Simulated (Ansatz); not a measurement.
Crystal: MoSe2.

```
CELL_PARAMETERS angstrom
3.28800 0.00000 0.00000
-1.64400 2.84749 0.00000
0.00000 0.00000 12.90000
ATOMIC_POSITIONS crystal
Mo 0.66667 0.33333 0.75000
Mo 0.33333 0.66667 0.25000
Se 0.66667 0.33333 0.37500
Se 0.33333 0.66667 0.87500
Se 0.66667 0.33333 0.12500
Se 0.33333 0.66667 0.62500
```

Base run:

* Program: Ansatz 0.2.0
* Functional: PBEsol
* Potentials or basis: all-electron LAPW, scalar-relativistic
* Cutoff: 273 eV (chosen from the basis error)
* Basis error allowed: 0.002 eV/atom
* k mesh: 9 × 9 × 2
* Occupations: fermi-dirac, width 0.05 eV
* Spin: no spin polarisation

Its results: band gap on the k mesh 0.88 eV, indirect (least direct gap 1.38 eV); pressure 3.2 GPa; largest force 0.796 eV/Å.

The run is repeated on the same cell with these changes: functional from PBEsol to LDA. What comes out?

Band gap on the k mesh 0.87 eV, indirect (least direct gap 1.37 eV); pressure 0.6 GPa; largest force 0.586 eV/Å.

LDA binds more tightly than PBEsol, so the same cell stands under less pressure.

Caveats: the cell's inner coordinates are idealised or old, which leaves forces on the atoms; this functional lacks dispersion, which binds the layers, so the pressure and a relaxed spacing across them are unreliable (some runs).
